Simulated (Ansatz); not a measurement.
**N_O in ZnO (P6_3mc): which k-points does the level need?**

Question: how much does the k-point sampling change the (0/−1) level of N_O in ZnO (P6_3mc), and what does each choice cost? Model: a cell of 72 host atoms with 1 O taken out and 1 N put in.

Main program and level: Ansatz 0.2.0; plane-wave PAW DFT; relaxations with PBEsol, then single points with PBEsol, on supercells at fixed charge in a uniform background.

Report form: the programs' logs are mostly left out.

### Step 1. Starting point

The cell holds 72 atoms: 36 Zn, 35 O and 1 N. Its edges and angles: a = 9.694 Å, b = 9.694 Å, c = 10.430 Å, α = 90.0°, β = 90.0°, γ = 120.0°. It derives from ZnO (space group P6_3mc). Nearest the centre at fractional (0.556, 0.444, 0.440): N35 at 0.00 Å, Zn30 at 1.97 Å, Zn62 at 1.97 Å, Zn38 at 1.97 Å, Zn33 at 1.98 Å, O28 at 3.21 Å, O32 at 3.21 Å, O60 at 3.21 Å. The cell carries charge −1.

Screening for the image-charge correction: ε∞ = (5.30, 5.30, 5.34), ε0 = (10.07, 10.07, 10.93), computed on the host (DFPT, PBEsol).

The cell's shortest repeat is 9.7 Å.

### Step 2. Relaxing both charge states, PBEsol

The study needs fixed structures, so each charge is relaxed once, at one point at (¼, ¼, ¼), from small random displacements that break the symmetry of the site.

Input file qm1.relax/input.yaml:

```yaml
crystal:
  lattice:
    - [3.23121796, 0.0, 0.0]
    - [-1.61560898, 2.79831683, 0.0]
    - [0.0, 0.0, 5.21511423]
  atoms:
    - { symbol: Zn, position: [0.666667, 0.333333, 0.500641] }
    - { symbol: Zn, position: [0.333333, 0.666667, 0.000641] }
    - { symbol: O, position: [0.666667, 0.333333, 0.879669] }
    - { symbol: O, position: [0.333333, 0.666667, 0.379669] }
  supercell: [3, 3, 2]
  defects: [{ substitution: { at: 34, symbol: "N" } }]
total_charge: -1
basis:
  ecutwfc: 420
  xc_grid: 2
hamiltonian:
  xc: pbesol
  pseudopotentials: { kind: paw, azcp: { folder: soft_1 }, xc_functional: pbe }
kpoints:
  mp_grid: { grid: [1, 1, 1], shift: [0.25, 0.25, 0.25] }
scf:
  occupations: { method: fixed }
  max_iter: 100
output:
  forces: true
  charged_corrections:
    epsilon: [5.3, 5.3, 5.34]
    static_epsilon: [10.07, 10.07, 10.93]
    defect_position: [0.555556, 0.444444, 0.439834]
relax:
  f_tol: 0.015
  max_steps: 60
  random_displacement: { amplitude: 0.04, seed: 3141 }
checkpoint:
  write: "../qm1.relax.run"
  compress: false
  write_wavefunctions: true
  write_every: 100000
```

Command:

```
ansatz run input.yaml --threads 32 --pin off --max-ram 84787MiB --backend cuda --events-out ev --progress --plain --runs-dir out --max-vram 78GiB
```

Run time: 3.9 s. Hardware: 1 × NVIDIA GB200 with 32 threads of Arm Neoverse V2, shared host; peak memory 1.4 GiB.

The steps of the relaxation:

```csv
step,energy less that of the first step (eV),largest force component (eV/Å)
1,0.0000,1.2366
2,-0.6943,0.7760
3,-1.1344,0.1086
4,-1.1404,0.0222
5,-1.1410,0.0089
```

The atoms that moved most (Å, from the sites as typed, ahead of the random displacement, the mean shift of all atoms taken out):

```csv
atom,dx,dy,dz,length
Zn62,-0.061,-0.035,-0.021,0.074
Zn30,-0.002,0.068,-0.020,0.071
Zn37,0.003,-0.001,-0.070,0.070
Zn33,0.007,0.000,0.067,0.067
Zn38,0.051,-0.031,-0.026,0.065
O60,0.010,0.004,-0.050,0.051
O28,0.004,-0.007,-0.049,0.049
O39,-0.003,0.003,-0.048,0.048
```

Neighbours of N35 at the end:

```csv
atom,distance (Å)
Zn30,1.900
Zn38,1.900
Zn62,1.901
Zn33,1.908
Zn37,3.170
O40,3.234
O32,3.243
O36,3.244
O64,3.244
O3,3.247
O67,3.249
O28,3.249
O11,3.251
O43,3.252
O27,3.254
O59,3.254
```

```csv
charge,moment set (μB),steps,largest displacement (Å),time
−1,0,5,0.07,3.9 s
0,1,12,0.08,13 s
```

The relaxation ends 16 meV an atom lower than the displaced start, with a largest force component of 0.0089 eV/Å.

### Step 3. First setting: the zone centre alone

The defect state overlaps with its images and forms a narrow band, so the k-points decide which part of that band enters the energy. A point off the zone centre usually averages it better, but needs complex orbitals and more time.

Input file qm1.kg/input.yaml:

```yaml
crystal:
  checkpoint: "../qm1.relax.run"
  host: checkpoint
total_charge: -1
basis:
  ecutwfc: 420
  xc_grid: 2
hamiltonian:
  xc: pbesol
  pseudopotentials: { kind: paw, azcp: { folder: soft_1 }, xc_functional: pbe }
kpoints:
  mp_grid: { grid: [1, 1, 1] }
scf:
  occupations: { method: fixed }
  max_iter: 100
output:
  forces: true
  charged_corrections:
    epsilon: [5.3, 5.3, 5.34]
    static_epsilon: [10.07, 10.07, 10.93]
    defect_position: [0.555556, 0.444444, 0.439834]
  eigenvalues: true
checkpoint:
  read: "../qm1.relax.run"
  write: "../qm1.kg.run"
  compress: false
  write_wavefunctions: false
  write_every: 100000
```

The job ended after 1.6 s (1 × NVIDIA GB200 with 32 threads; peak memory 1.1 GiB; 3.4 s of CPU time).

Both charges and the host at this setting go to place-levels, which corrects for the image charge and aligns the potentials.

Input file levels.kg.yaml:

```yaml
host:
  run: host.kg.run
states: [qm1.kg.run, q0_M1.kg.run]
geometry_from:
  qm1.kg.run: qm1.relax.run
  q0_M1.kg.run: q0_M1.relax.run
  host.kg.run: host.relax.run
chemical_potentials:
  O:
    energy: -558.291301
    dataset: <sha256 of the dataset>
  "N":
    energy: -378.476431
    dataset: "<sha256 of the dataset>"
```

Command:

```
ansatz place-levels levels.kg.yaml -- --threads 32 --pin off --max-ram 84787MiB
```

It took 0.12 s on 32 threads.

At this setting the gap is 0.669 eV and (0/−1) lies 0.584 eV above the valence top.

### Step 4. The other settings

In the defect's inputs only the studied keys change. One input of each further setting:

qm1.kq/input.yaml, as its differences from qm1.kg/input.yaml of step 3:

```diff
@@ -11,3 +11,3 @@
 kpoints:
-  mp_grid: { grid: [1, 1, 1] }
+  mp_grid: { grid: [1, 1, 1], shift: [0.25, 0.25, 0.25] }
 scf:
@@ -24,3 +24,3 @@
   read: "../qm1.relax.run"
-  write: "../qm1.kg.run"
+  write: "../qm1.kq.run"
   compress: false
```

qm1.km0/input.yaml, as its differences from qm1.kq/input.yaml of step 4:

```diff
@@ -11,3 +11,3 @@
 kpoints:
-  mp_grid: { grid: [1, 1, 1], shift: [0.25, 0.25, 0.25] }
+  mp_grid: { grid: [2, 2, 2] }
 scf:
@@ -24,3 +24,3 @@
   read: "../qm1.relax.run"
-  write: "../qm1.kq.run"
+  write: "../qm1.km0.run"
   compress: false
```

qm1.kms/input.yaml, as its differences from qm1.km0/input.yaml of step 4:

```diff
@@ -11,3 +11,3 @@
 kpoints:
-  mp_grid: { grid: [2, 2, 2] }
+  mp_grid: { grid: [2, 2, 2], shift: [0.5, 0.5, 0.5] }
 scf:
@@ -24,3 +24,3 @@
   read: "../qm1.relax.run"
-  write: "../qm1.km0.run"
+  write: "../qm1.kms.run"
   compress: false
```

qm1.km3/input.yaml, as its differences from qm1.kms/input.yaml of step 4:

```diff
@@ -11,3 +11,3 @@
 kpoints:
-  mp_grid: { grid: [2, 2, 2], shift: [0.5, 0.5, 0.5] }
+  mp_grid: { grid: [3, 3, 3] }
 scf:
@@ -24,3 +24,3 @@
   read: "../qm1.relax.run"
-  write: "../qm1.kms.run"
+  write: "../qm1.km3.run"
   compress: false
```

qm1.km4/input.yaml, as its differences from qm1.km3/input.yaml of step 4:

```diff
@@ -11,3 +11,3 @@
 kpoints:
-  mp_grid: { grid: [3, 3, 3] }
+  mp_grid: { grid: [4, 4, 4], shift: [0.5, 0.5, 0.5] }
 scf:
@@ -24,3 +24,3 @@
   read: "../qm1.relax.run"
-  write: "../qm1.km3.run"
+  write: "../qm1.km4.run"
   compress: false
```

### Step 5. Result against cost

Times of the states on 1 × NVIDIA GB200 with 32 threads of Arm Neoverse V2, shared host; the host is run again at each setting:

```csv
k-point sampling,gap (eV),(0/−1) above the valence top (eV),under the conduction bottom (eV),level less that at a 4×4×4 shifted mesh (meV),"time, both charge states","time, host and placing",peak memory of a state (GiB)
the zone centre alone,0.669,0.584,0.086,143,3.6 s,1.7 s,1.2
"one point at (¼, ¼, ¼) *",0.704,0.435,0.270,-6,3.5 s,2 s,1.5
a 2×2×2 Γ-centred mesh,0.699,0.466,0.233,25,5.8 s,1.8 s,1.5
a 2×2×2 shifted mesh,0.700,0.425,0.275,-16,6.4 s,1.9 s,1.6
a 3×3×3 Γ-centred mesh,0.700,0.447,0.254,6,11 s,2.1 s,1.9
a 4×4×4 shifted mesh,0.701,0.441,0.260,0,21 s,2.4 s,2.5
```

* started from the relaxation's converged state in the same settings, so its time is no fair cost.

### Step 6. What came out

```json
{
  "(0/minus 1) level, the zone centre alone": "0.58 eV",
  "(0/minus 1) level, one point at (¼, ¼, ¼)": "0.43 eV",
  "(0/minus 1) level, a 2×2×2 Γ-centred mesh": "0.47 eV",
  "(0/minus 1) level, a 2×2×2 shifted mesh": "0.43 eV",
  "(0/minus 1) level, a 3×3×3 Γ-centred mesh": "0.45 eV",
  "(0/minus 1) level, a 4×4×4 shifted mesh": "0.44 eV"
}
```

In words: Over the settings in the table the level spans 0.159 eV; one point at (¼, ¼, ¼), a 2×2×2 shifted mesh and a 3×3×3 Γ-centred mesh lie within 0.02 eV of the reference (a 4×4×4 shifted mesh, 0.44 eV). The largest miss of the level above the valence top is 143 meV, with the zone centre alone. In a reference run the bands overlap at the filling edge, so the reference itself is in doubt. Only the charges −1 and 0 were run, each from one start, so (0/−1) need not be a change between stable states. With nearly degenerate levels at the filling edge in most or all rows, agreement between settings doesn't show that the state itself is settled. At a 2×2×2 Γ-centred mesh, a 2×2×2 shifted mesh, a 3×3×3 Γ-centred mesh and a 4×4×4 shifted mesh a state has next to no gap at its filling edge, or overlapping levels, which makes the level less certain. What this leaves open: PBEsol makes the gap too small and tends to spread out bound carriers; force components of up to 0.13 eV/Å remain in a run at the final settings.

[Logs are printed without paths, hosts, clocks, repeated set-up lines and the standing remarks that a program may print on its own settings, such as how far it seeks lower states.]

[Hosts, paths, dates, database ids (printed as entryN), source tags and the programs' standing remarks are cut or masked in the printed files.]

[Where a table of states has a column of steps, it counts the stored structures, which are thinned; the runs took as many ionic steps or more.]

[For some hosts the program warned that the k-mesh of the response run may be too coarse for force constants and the static dielectric constant; such warnings are not shown here.]
